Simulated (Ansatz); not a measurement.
# KF (rocksalt type): how the settings move a single-point run

Question: which choices in the input matter for KF (rocksalt type)?

Method: reference: DFT, PBE, all-electron PAW with datasets made for the crystal, scalar-relativistic, in Ansatz 0.2.0.

1 further run of the same task is left out (set aside as unsound or not needed).

## (1) The starting structure

The structure is tetragonal, space group I4mm (No. 107). Conventional cell: a = 3.832 Å, b = 3.832 Å, c = 5.420 Å, α = 90.00°, β = 90.00°, γ = 90.00°. Around K (site symmetry 4mm) lie 6 F at 2.59 to 2.83 Å. F (site symmetry 4mm) is surrounded by 6 K at 2.59 to 2.83 Å.

Coordinates:

```xyz
2
Lattice="0.0000 2.7099 2.7099 2.7099 0.0000 2.7099 2.7099 2.7099 0.0000" Properties=species:S:1:pos:R:3 pbc="T T T"
K     0.0000    0.0000    0.1200
F     2.7099    2.7099    2.7099
```

## (2) Reference

The input, input.yaml:

```yaml
crystal:
  lattice:
    - [0.0, 2.7098876288, 2.7098876288]
    - [2.7098876288, 0.0, 2.7098876288]
    - [2.7098876288, 2.7098876288, 0.0]
  atoms:
    - { symbol: K, position: [0.0221411395, 0.0221411395, -0.0221411395] }
    - { symbol: F, position: [0.5, 0.5, 0.5] }
kpoints:
  mp_grid: { grid: [16, 16, 16] }
scf:
  occupations: { method: fermi_dirac, width: 0.08 }
hamiltonian:
  xc: pbe
  pseudopotentials: { kind: all_electron, datasets: crystal }
output:
  forces: true
  stress: true
  eigenvalues: true
  efg: { contact_densities: true }
```

Run with:

```console
> ansatz run input.yaml --threads 1 --pin off --max-ram 2048MiB --backend cpu --events-out ev --progress --plain --runs-dir out
```

## (3) Changing settings: dispersion d4

input.yaml, as its differences from that of step 2:

```diff
@@ -15,2 +15,3 @@
   pseudopotentials: { kind: all_electron, datasets: crystal }
+  dispersion: d4
 output:
```

Before running it: what results should come out? Wanted: for each run, ending; energy change; pressure; gap; force.

As calculated:

```
             run     ending                                    energy change  pressure (GPa)  gap (eV)  force (eV/Å)  cycles  time
       reference  converged                                                0             0.2      5.96          0.16       8  51 s
1: dispersion d4  converged  -68.1 meV/atom (offset of the dispersion model)            -0.4      5.96          0.16       8  51 s
```

Residual by cycle in the longest SCF loop of each run; runs are numbered as in the table. The quantity is the density residual dr2, in eV.

```
cycle  reference    run 1
    1       3.72     3.72
    2      0.622    0.622
    3     0.0915   0.0915
    4    0.00985  0.00985
    5    0.00123  0.00123
    6     4.4e-5   4.4e-5
    7     1.9e-7   1.9e-7
    8     2.3e-8   2.3e-8
```

**Reading.** The energy moves by -68.1 meV/atom, nearly all of it the dispersion term itself (-68.1 meV/atom); that offset belongs to the model and is no gain or loss of stability; the pressure goes from 0.2 to -0.4 GPa.

These are semilocal Kohn-Sham gaps, which aren't the measured quantity. Such gaps usually fall short of the measured ones.
